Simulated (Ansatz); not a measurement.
All numbers below come from DFT PBE, scalar-relativistic, plane waves, PAW in Ansatz 0.2.0. Settings of the last relaxation (8-atom cell): 420 eV, 8×8×8 k points, Gaussian smearing of 0.02 eV, no spin polarisation.

Formation energies are uncorrected and count from the elements' standard states at the same level.

Problem. Suggest a trial structure for a tetragonal semiconductor that holds B and 1 more element, with a gap near 1.2 eV, a formation energy near −0.24 eV/atom and about 13 Å³ per atom, in a cell of 8 atoms.

Solution. BP, space group I4cm (No. 108). Around B lie 4 P at 1.94–1.99 Å; around P lie 4 B at 1.94–1.99 Å.

```cif
data_structure
_symmetry_space_group_name_H-M 'I4cm'
_symmetry_Int_Tables_number 108
_cell_length_a 6.3067
_cell_length_b 6.3067
_cell_length_c 5.3244
_cell_angle_alpha 90.000
_cell_angle_beta 90.000
_cell_angle_gamma 90.000
_cell_volume 211.78
loop_
_atom_site_label
_atom_site_type_symbol
_atom_site_symmetry_multiplicity
_atom_site_Wyckoff_symbol
_atom_site_fract_x
_atom_site_fract_y
_atom_site_fract_z
_atom_site_occupancy
B1 B 8 c 0.85281 0.35281 0.18606 1
P1 P 8 c 0.14925 0.35075 0.31394 1
```

- Volume per atom: 13.24 Å³
- Density: 2.62 g/cm³
- Formation energy: −0.238 eV/atom
- Gap on the 8×8×8 mesh of the 8-atom cell: 1.24 eV

The cell was found from a structure generator's guess, not taken from experiment. Other answers may fit too; this one was computed.

Kohn–Sham gaps at this level usually fall short of measured ones. The reference form of P is held partly by dispersion forces, which this level lacks. Symmetry constrained the relaxation, so the result can be a saddle point.
